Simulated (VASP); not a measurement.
# BP (F-43m) in VASP: further runs

Runs on BP. Level: LDA. Tasks: phonons, dielectric tensor.

Program: VASP 6.6.1. These are calculated values, not measurements. Logs are shortened: lines on timing, memory, paths and dates and some standing lists are left out, and cuts for length are marked.

## (1) The structure

It takes space group F-43m (No. 216, cubic). The conventional cell has a = 4.490 Å, b = 4.490 Å, c = 4.490 Å, α = 90.00°, β = 90.00°, γ = 90.00°. B (site symmetry -43m) has 4 P at 1.94 Å as nearest neighbours. P (site symmetry -43m) has 4 B at 1.94 Å as nearest neighbours.

## (2) Phonons, LDA, target pressure -1.5 GPa, at which the enthalpy is minimised

POSCAR

```
BP
1.0
    0.0000000000      2.2448630182      2.2448630182
    2.2448630182      0.0000000000      2.2448630182
    2.2448630182      2.2448630182      0.0000000000
  B               P
     1     1
Direct
     0.0000000000000000    0.0000000000000000    0.0000000000000000
     0.2500000000000000    0.2500000000000000    0.2500000000000000
```

INCAR.step1

```
PREC = Accurate
ENCUT = 600
EDIFF = 1E-8
ISMEAR = 0
SIGMA = 0.03
LREAL = F
LASPH = T
NELM = 80
ALGO = Normal
ISIF = 3
LWAVE = F
LCHARG = F
PSTRESS = -15.0
IBRION = 2
NSW = 40
EDIFFG = -0.002
```

INCAR.step2

```
PREC = Accurate
ENCUT = 600
EDIFF = 1E-8
ISMEAR = 0
SIGMA = 0.03
LREAL = F
LASPH = T
NELM = 80
ALGO = Normal
ISIF = 2
LWAVE = F
LCHARG = F
PSTRESS = -15.0
IBRION = 6
NFREE = 2
POTIM = 0.015
NSW = 1
```

KPOINTS

```
regular mesh
0
Gamma
  10 10 10
```

Potentials or basis: VASP PAW LDA potentials, release 64 (B, P).

Command:

```bash
$ cat potpaw_LDA.64/B/POTCAR potpaw_LDA.64/P/POTCAR > POTCAR
$ cp INCAR.step1 INCAR
$ mpirun -np 1 vasp_std > vasp.out
$ cp CONTCAR POSCAR
$ cp INCAR.step2 INCAR
$ mpirun -np 1 vasp_std > vasp.out
```

OUTCAR:

```text
PREC = Accurate
   ENCUT = 600
   EDIFF = 1E-8
   ISMEAR = 0
   LREAL = F
   LASPH = T
   NELM = 80
   ISIF = 2
   PSTRESS = -15.0
   IBRION = 6
   NFREE = 2
   POTIM = 0.015
   NSW = 1

 ion  position               nearest neighbor table
   1  0.000  0.000  0.000-   2 1.95   2 1.95   2 1.95   2 1.95
   2  0.250  0.250  0.250-   1 1.95   1 1.95   1 1.95   1 1.95

  LATTYP: Found a face centered cubic cell.
 ALAT       =     4.5025964537

  Lattice vectors:

 A1 = (   0.0000000000,   2.2512982268,   2.2512982268)
 A2 = (   2.2512982268,   0.0000000000,   2.2512982268)
 A3 = (   2.2512982268,   2.2512982268,   0.0000000000)

Analysis of symmetry for initial positions (statically):
=====================================================================
 Subroutine PRICEL returns:
 Original cell was already a primitive cell.

 Routine SETGRP: Setting up the symmetry group for a
 face centered cubic supercell.

 Subroutine GETGRP returns: Found 24 space group operations
 (whereof 24 operations were pure point group operations)
 out of a pool of 48 trial point group operations.

The static configuration has the point symmetry T_d .

Analysis of symmetry for dynamics (positions and initial velocities):
=====================================================================
 Subroutine PRICEL returns:
 Original cell was already a primitive cell.

 Routine SETGRP: Setting up the symmetry group for a
 face centered cubic supercell.

 Subroutine GETGRP returns: Found 24 space group operations
 (whereof 24 operations were pure point group operations)
 out of a pool of 48 trial point group operations.

The dynamic configuration has the point symmetry T_d .

 Subroutine INISYM returns: Found 24 space group operations
 (whereof 24 operations are pure point group operations),
 and found     1 'primitive' translations

----------------------------------------------------------------------------------------

                                     Primitive cell

  volume of cell :      22.8207

  direct lattice vectors                    reciprocal lattice vectors
     0.000000000  2.251298227  2.251298227    -0.222094076  0.222094076  0.222094076
     2.251298227  0.000000000  2.251298227     0.222094076 -0.222094076  0.222094076
     2.251298227  2.251298227  0.000000000     0.222094076  0.222094076 -0.222094076

  length of vectors
     3.183816485  3.183816485  3.183816485     0.384678224  0.384678224  0.384678224

  position of ions in fractional coordinates (direct lattice)
     0.000000000  0.000000000  0.000000000
     0.250000000  0.250000000  0.250000000

  ion indices of the primitive-cell ions
   primitive index   ion index
                 1           1
                 2           2

----------------------------------------------------------------------------------------

 KPOINTS: regular mesh

Automatic generation of k-mesh.
 Grid dimensions read from file:
 generate k-points for:   10   10   10

 Generating k-lattice:

  Cartesian coordinates                     Fractional coordinates (reciprocal lattice)
    -0.022209408  0.022209408  0.022209408     0.100000000  0.000000000  0.000000000
     0.022209408 -0.022209408  0.022209408     0.000000000  0.100000000  0.000000000
     0.022209408  0.022209408 -0.022209408     0.000000000  0.000000000  0.100000000

  Length of vectors
     0.038467822  0.038467822  0.038467822

  Shift w.r.t. Gamma in fractional coordinates (k-lattice)
     0.000000000  0.000000000  0.000000000

 Subroutine IBZKPT returns following result:
 ===========================================

 Found     47 irreducible k-points:

[... 51 lines left out ...]
   ISIF   =      2    stress and relaxation
   ISYM   =      2    0-nonsym 1-usesym 2-fastsym
   POTIM  = 0.0150    time-step for ionic-motion
   TEBEG  =    0.0;   TEEND  =   0.0 temperature during run
   PSTRESS=  -15.0 pullay stress
   NELECT =       8.0000    total number of electrons
   NUPDOWN=      -1.0000    fix difference up-down
   EMIN   =  10.00;   EMAX   =-10.00  energy-range for DOS
   EFERMI =   0.00;   METHOD = LEGACY
   ISMEAR =     0;   SIGMA  =   0.03  broadening in eV -4-tet -1-fermi 0-gaus
   EFERMI_NEDOS =   21; number of points for ismear=-14 and -15
   IALGO  =     38    algorithm
   IMIX   =      4    mixing-type and parameters
     AMIX     =   0.40;   BMIX     =  1.00
     AMIX_MAG =   1.60;   BMIX_MAG =  1.00
  volume/ion in A,a.u.               =      11.41        77.00
  Fermi-wavevector in a.u.,A,eV,Ry     =   1.154326  2.181360 18.129334  1.332468
  Thomas-Fermi vector in A             =   2.290963
   LORBIT       =      0    0 simple, 1 ext, 2 COOP (PROOUT), +10 PAW based schemes
   GGA     = CA    functional components
   LHFCALC =     F    Hartree Fock is set to
   AEXX    =    0.0000 exact exchange contribution
   IVDW    =     0    specifies the selected vdW correction
   LEPSILON=     F    determine dielectric tensor
   LRPA    =     F    only Hartree local field effects (RPA)
 finite differences with symmetry
 non-spin polarized calculation
 Gauss-broadening in eV      SIGMA  =   0.03
  energy-cutoff  :      600.00
  volume of cell :       22.82
 maximum number of plane-waves:       778
 NGX is ok and might be reduce to    28
   NGX = 13   NGY = 13   NGZ = 13

--------------------------------------- Ionic step        1  -------------------------------------------

 number of electron       8.0000001 magnetization

 Free energy of the ion-electron system (eV)
  ---------------------------------------------------
  ext. energy  EPLUGINS =         0.00000000
  ---------------------------------------------------
  free energy    TOTEN  =       -14.40017209 eV

  energy without entropy =      -14.40017209  energy(sigma->0) =      -14.40017209

------------------------ aborting loop because EDIFF is reached ----------------------------------------

  FORCE on cell =-STRESS in cart. coord.  units (eV):
  Direction    XX          YY          ZZ          XY          YZ          ZX
  --------------------------------------------------------------------------------------
  -------------------------------------------------------------------------------------
  Total       -0.2140240     -0.2140240     -0.2140240     -0.0000000      0.0000000     -0.0000000
  in kB      -15.0260192    -15.0260192    -15.0260192     -0.0000000      0.0000000     -0.0000000
  external PRESSURE =      -0.0260192 kB  Pullay stress =     -15.0000000 kB
[... 139 lines left out ...]
--------------------------------------- Ionic step        5  -------------------------------------------

 number of electron       8.0000000 magnetization

 Free energy of the ion-electron system (eV)
  ---------------------------------------------------
  ext. energy  EPLUGINS =         0.00000000
  ---------------------------------------------------
  free energy    TOTEN  =       -14.39798308 eV

  energy without entropy =      -14.39798308  energy(sigma->0) =      -14.39798308

 E-fermi :   7.9442     XC(G=0): -11.1852

 val. band max:        7.8053061099   @ k =   0.0000   0.0000   0.0000
 cond. band min:       8.8467455641   @ k =   0.0000   0.4000   0.4000
 fundamental gap:      1.0414394542
 Fermi energy:         7.9441686712

 k-point     1 :       0.0000    0.0000    0.0000
  band No.  band energies     occupation
      1      -7.9104      2.00000
      2       7.5708      2.00000
      3       7.6892      2.00000
      4       7.8053      2.00000
      5      11.0257      0.00000
      6      11.1024      0.00000
      7      11.1821      0.00000
      8      15.4170      0.00000
[... 243 lines left out ...]
 k-point    24 :       0.4000    0.3000    0.0000
  band No.  band energies     occupation
      1      -4.9128      2.00000
      2       1.5226      2.00000
      3       3.5884      2.00000
      4       4.1073      2.00000
      5       9.4263      0.00000
      6      11.2262      0.00000
      7      17.2616      0.00000
      8      17.2874      0.00000

 [... further k-points ...]

------------------------ aborting loop because EDIFF is reached ----------------------------------------

  FORCE on cell =-STRESS in cart. coord.  units (eV):
  Direction    XX          YY          ZZ          XY          YZ          ZX
  --------------------------------------------------------------------------------------
  -------------------------------------------------------------------------------------
  Total       -0.2134864     -0.2094617     -0.2094617      0.0000000      0.1157531      0.0000000
  in kB      -14.9882769    -14.7057168    -14.7057168      0.0000000      8.1266979      0.0000000
  external PRESSURE =       0.2000965 kB  Pullay stress =     -15.0000000 kB
[... 21 lines left out ...]
  energy  without entropy=      -14.3979830814  energy(sigma->0) =      -14.39798308

  enthalpy is  TOTEN    =       -14.6116364577 eV   P V=       -0.2136533763

 INTERNAL STRAIN TENSORS FROM DISPLACED ATOMS
 ============================================

 INTERNAL STRAIN TENSOR FOR ION    1 for displacements in x,y,z  (eV/Angst):
          X           Y           Z          XY          YZ          ZX
  --------------------------------------------------------------------------------
  x     0.00000     0.00000     0.00000     0.00000     7.72652     0.00000
  y     0.00000     0.00000     0.00000     0.00000     0.00000     7.72652
  z     0.00000     0.00000     0.00000     7.72652     0.00000     0.00000

 INTERNAL STRAIN TENSOR FOR ION    2 for displacements in x,y,z  (eV/Angst):
          X           Y           Z          XY          YZ          ZX
  --------------------------------------------------------------------------------
  x    -0.00000     0.00000     0.00000     0.00000    -7.71913     0.00000
  y     0.00000     0.00000     0.00000     0.00000     0.00000    -7.71913
  z     0.00000     0.00000     0.00000    -7.71913     0.00000     0.00000

 Eigenvectors and eigenvalues of the dynamical matrix
 ----------------------------------------------------

   1 f  =   24.356255 THz   153.034866 2PiTHz  812.437231 cm-1   100.729333 meV
             X         Y         Z           dx          dy          dz
      0.000000  0.000000  0.000000     0.000000    0.860969    0.000000
      1.125649  1.125649  1.125649     0.000000   -0.508657    0.000000
[... 21 lines left out ...]
   6 f/i=    0.000079 THz     0.000493 2PiTHz    0.002620 cm-1     0.000325 meV
             X         Y         Z           dx          dy          dz
      0.000000  0.000000  0.000000     0.000000    0.000000   -0.508657
      1.125649  1.125649  1.125649     0.000000    0.000000   -0.860969

 ELASTIC MODULI CONTR FROM IONIC RELAXATION (kBar)
 Direction    XX          YY          ZZ          XY          YZ          ZX
 --------------------------------------------------------------------------------
 XX          -0.0000     -0.0000     -0.0000     -0.0000     -0.0000     -0.0000
 YY          -0.0000     -0.0000      0.0000     -0.0000     -0.0000      0.0000
 ZZ          -0.0000      0.0000     -0.0000      0.0000     -0.0000     -0.0000
 XY          -0.0000     -0.0000      0.0000   -215.2632      0.0000      0.0000
 YZ          -0.0000     -0.0000     -0.0000      0.0000   -215.2632      0.0000
 ZX          -0.0000      0.0000     -0.0000      0.0000      0.0000   -215.2632
 --------------------------------------------------------------------------------
```

Run time: 54 s. Hardware: 1 thread of Intel Xeon 6975P-C (Granite Rapids), shared host; peak memory 0.19 GiB.

Results:

```yaml
Relaxed_volume: 11.41 Å³/atom
Relaxed_cell: a = 3.184 Å, b = 3.184 Å, c = 3.184 Å, α = 60.00°, β = 60.00°, γ = 60.00°
Space_group_after_relaxing_to_0.05_Å: F-43m (No. 216)
Highest_phonon_frequency_at_Γ_LO-TO_splitting_left_out: 812 cm⁻¹
```

The path:
| step | energy change (eV) | largest force (eV/Å) | pressure (GPa) | volume (Å³) |
| --- | --- | --- | --- | --- |
| 1 | 0.0000 | 0.0000 | -0.02 | 22.63 |
| 2 | 0.0028 | 0.0000 | -2.59 | 22.97 |
| 3 | 0.0009 | 0.0000 | -1.50 | 22.82 |

Final structure:
```
B P
1.0
     0.00000    2.25130    2.25130
     2.25130    0.00000    2.25130
     2.25130    2.25130    0.00000
B P
1 1
Cartesian
  0.0000 0.0000 0.0000
  1.1256 1.1256 1.1256
```

Phonon frequencies in cm⁻¹ (negative: imaginary):
```csv
q point,frequencies
"(0.000, 0.000, 0.000)",0 0 0 812 812 812
```

## (3) Dielectric tensor, LDA

This run uses another cell than the first one, of 11.41 Å³/atom, 1.009 times its volume.

INCAR

```
PREC = Accurate
ENCUT = 600
EDIFF = 1E-8
ISMEAR = 0
SIGMA = 0.03
LREAL = F
LASPH = T
NELM = 80
ALGO = Normal
ISIF = 2
LWAVE = F
LCHARG = F
LEPSILON = T
```

KPOINTS

```
regular mesh
0
Monkhorst-Pack
  16 16 16
```

POSCAR

```
BP                                      
1.0
    0.0000000000      2.2512982268      2.2512982268
    2.2512982268      0.0000000000      2.2512982268
    2.2512982268      2.2512982268     -0.0000000000
  B               P             
     1     1
Direct
     0.0000000000000000    0.0000000000000000    0.0000000000000000
     0.2500000000000000    0.2500000000000000    0.2500000000000000
```

Potentials or basis: VASP PAW LDA potentials, release 64 (B, P).

Command:

```bash
$ cat potpaw_LDA.64/B/POTCAR potpaw_LDA.64/P/POTCAR > POTCAR
$ mpirun -np 1 vasp_std > vasp.out
```

OUTCAR:

```text
PREC = Accurate
   ENCUT = 600
   EDIFF = 1E-8
   ISMEAR = 0
   LREAL = F
   LASPH = T
   NELM = 80
   ISIF = 2
   LEPSILON = T

 ion  position               nearest neighbor table
   1  0.000  0.000  0.000-   2 1.95   2 1.95   2 1.95   2 1.95
   2  0.250  0.250  0.250-   1 1.95   1 1.95   1 1.95   1 1.95

  LATTYP: Found a face centered cubic cell.
 ALAT       =     4.5025964536

  Lattice vectors:

 A1 = (   0.0000000000,   2.2512982268,   2.2512982268)
 A2 = (   2.2512982268,   0.0000000000,   2.2512982268)
 A3 = (   2.2512982268,   2.2512982268,   0.0000000000)

Analysis of symmetry for initial positions (statically):
[... 512 lines left out ...]
    -0.00061  0.15763  0.00000
     0.15763 -0.00061  0.00000
     0.00000  0.00000  0.00071

 MACROSCOPIC STATIC DIELECTRIC TENSOR (including local field effects in DFT)
 ------------------------------------------------------
           9.195345    -0.000000     0.000000
           0.000000     9.195345     0.000000
           0.000000     0.000000     9.195345
 ------------------------------------------------------

 PIEZOELECTRIC TENSOR (including local field effects)  for field in x, y, z        (e  Angst)
          XX          YY          ZZ          XY          YZ          ZX
  --------------------------------------------------------------------------------
  x     0.00000     0.00000    -0.00000    -0.00000     0.22375    -0.00000
  y    -0.00000    -0.00000    -0.00000     0.00000     0.00000     0.22375
  z    -0.00000    -0.00000     0.00000     0.22375    -0.00000    -0.00000

 PIEZOELECTRIC TENSOR (including local field effects)  for field in x, y, z        (C/m^2)
          XX          YY          ZZ          XY          YZ          ZX
  --------------------------------------------------------------------------------
  x     0.00000     0.00000    -0.00000    -0.00000     0.15709    -0.00000
  y    -0.00000    -0.00000    -0.00000     0.00000     0.00000     0.15709
  z    -0.00000    -0.00000     0.00000     0.15709    -0.00000    -0.00000

 BORN EFFECTIVE CHARGES (including local field effects) (in |e|, cummulative output)
 ---------------------------------------------------------------------------------
 ion    1
    1    -0.59740     0.00000     0.00000
    2    -0.00000    -0.59740    -0.00000
    3    -0.00000    -0.00000    -0.59740
 ion    2
    1     0.59740     0.00000    -0.00000
    2     0.00000     0.59740     0.00000
    3     0.00000     0.00000     0.59740
```

OSZICAR:

```text
N       E                     dE             d eps       ncg     rms          rms(c)
DAV:   1     0.111240799296E+02    0.11124E+02   -0.44672E+03  6536   0.101E+03
DAV:   2    -0.149735673505E+02   -0.26098E+02   -0.24992E+02 10104   0.120E+02
DAV:   3    -0.152802673050E+02   -0.30670E+00   -0.30670E+00  7736   0.168E+01
[... 12 lines left out ...]
RMM:   5    -0.545901441328E+00   -0.40745E-02   -0.22832E-04 57271   0.126E-01    0.137E-02
RMM:   6    -0.546003927385E+00   -0.10249E-03   -0.30051E-06 59912   0.162E-02    0.738E-03
RMM:   7    -0.546039675951E+00   -0.35749E-04   -0.16108E-07 59706   0.352E-03    0.352E-04
RMM:   8    -0.546053139862E+00   -0.13464E-04   -0.39190E-09 62786   0.470E-04    0.166E-04
RMM:   9    -0.546053259120E+00   -0.11926E-06   -0.31892E-10 60932   0.239E-04    0.368E-05
RMM:  10    -0.546053326162E+00   -0.67041E-07   -0.58979E-10 34293   0.390E-05    0.947E-06
```

stdout:

```text
POSCAR found type information on POSCAR B P
 POSCAR found :  2 types and       2 ions
 scaLAPACK will be used
 LDA part: xc-table for (Slater(with rela. corr.)+CA(PZ))
 , standard interpolation
 -----------------------------------------------------------------------------
|                                                                             |
|           W    W    AA    RRRRR   N    N  II  N    N   GGGG   !!!           |
[... 38 lines left out ...]
  Direction:   1
 dielectric tensor                  component  1 :     9.195     0.192     0.000
 Linear response to external field, progress :
  Direction:   2
 dielectric tensor                  component  2 :     0.000     9.195    -0.192
 Linear response to external field, progress :
  Direction:   3
 dielectric tensor                  component  3 :     0.557    -0.001     9.195
 Born effective charges drift removed
```

Run time: 16 min. Hardware: 1 thread of Intel Xeon 6975P-C (Granite Rapids), shared host; peak memory 1.1 GiB.

What came out:

- Electronic dielectric tensor (diagonal): 9.20
- Born charges (mean of the diagonal): B -0.60; P +0.60 e

Electronic dielectric tensor:
```
9.20 0.00 0.00
0.00 9.20 0.00
0.00 0.00 9.20
```

Born effective charge tensors (e):
atom 1, B
```
-0.60  0.00  0.00
 0.00 -0.60  0.00
 0.00  0.00 -0.60
```
atom 2, P
```
0.60 0.00 0.00
0.00 0.60 0.00
0.00 0.00 0.60
```

[end of part 1 of 2]
